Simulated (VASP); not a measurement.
Here is a VASP 6.6.1 calculation.

File INCAR:

```
SYSTEM = TiO2
PREC = Accurate ; ENCUT = 520
EDIFF = 1E-6 ; ISMEAR = -1
SIGMA = 0.05 ; LREAL = .False.
LASPH = .True. ; NELM = 60
ALGO = Normal ; ISIF = 2
LWAVE = .False. ; LCHARG = .False.
LMAXMIX = 4 ; GGA = PE
```

File KPOINTS:

```
Automatic mesh
0
Gamma
  6 6 9
  0 0 0
```

Contents of POSCAR:

```
TiO2
1.0
    4.5998373239      0.0000000000      0.0000000000
    0.0000000000      4.5998373239      0.0000000000
    0.0000000000      0.0000000000      2.9592135600
Ti O
2 4
Direct
    0.0000000000      0.0000000000      0.5000000000
    0.5000000000      0.5000000000      0.0000000000
    0.3043213200      0.3043213200      0.5000000000
    0.1956786800      0.8043213200      0.0000000000
    0.8043213200      0.1956786800      0.0000000000
    0.6956786800      0.6956786800      0.5000000000
```

KPOINTS_OPT

```
path GXMGZRAZ,XR,MA
15
line-mode
reciprocal
 0.0000000000  0.0000000000  0.0000000000  G
 0.0000000000  0.5000000000  0.0000000000  X

 0.0000000000  0.5000000000  0.0000000000  X
 0.5000000000  0.5000000000  0.0000000000  M

 0.5000000000  0.5000000000  0.0000000000  M
 0.0000000000  0.0000000000  0.0000000000  G

 0.0000000000  0.0000000000  0.0000000000  G
 0.0000000000  0.0000000000  0.5000000000  Z

 0.0000000000  0.0000000000  0.5000000000  Z
 0.0000000000  0.5000000000  0.5000000000  R

 0.0000000000  0.5000000000  0.5000000000  R
 0.5000000000  0.5000000000  0.5000000000  A

 0.5000000000  0.5000000000  0.5000000000  A
 0.0000000000  0.0000000000  0.5000000000  Z

 0.0000000000  0.5000000000  0.0000000000  X
 0.0000000000  0.5000000000  0.5000000000  R

 0.5000000000  0.5000000000  0.0000000000  M
 0.5000000000  0.5000000000  0.5000000000  A
```

Potentials or basis: VASP PAW PBE potentials, release 54 (Ti_sv, O).

Command:

```bash
$ cat potpaw_PBE.54/Ti_sv/POTCAR potpaw_PBE.54/O/POTCAR > POTCAR
$ mpirun -np 1 vasp_std > vasp.out
```

Predict the largest force.

0.021 eV/Å.

What does it give for the band gap on the k mesh?

1.84 eV, direct.

Stress tensor (GPa, compression positive):
```
5.12 0.00 0.00
0.00 5.12 0.00
0.00 0.00 4.61
```

**The experiment to reproduce.**

From “Shallow Valence Band of Rutile GeO2 and P-type Doping”, 2020, arxiv:2011.08928, for a bulk crystal of TiO2 at 1.6 K: band gap 3.03 eV (direct).

Against the measured gap of TiO2, 3.03 eV (direct; 1.6 K; quoted in “Shallow Valence Band of Rutile GeO2 and P-type Doping”, 2020, arxiv:2011.08928), the calculated 1.84 eV is off by -1.19 eV. 2 values of this kind are on record in papers (3.03 to 3.05 eV); this one was drawn at random among those near their median. The value is that of PBE, without temperature or zero-point motion. Semilocal functionals fall short of measured gaps as a rule. The cell is a database's relaxed one, not the measured one, which moves gaps too.
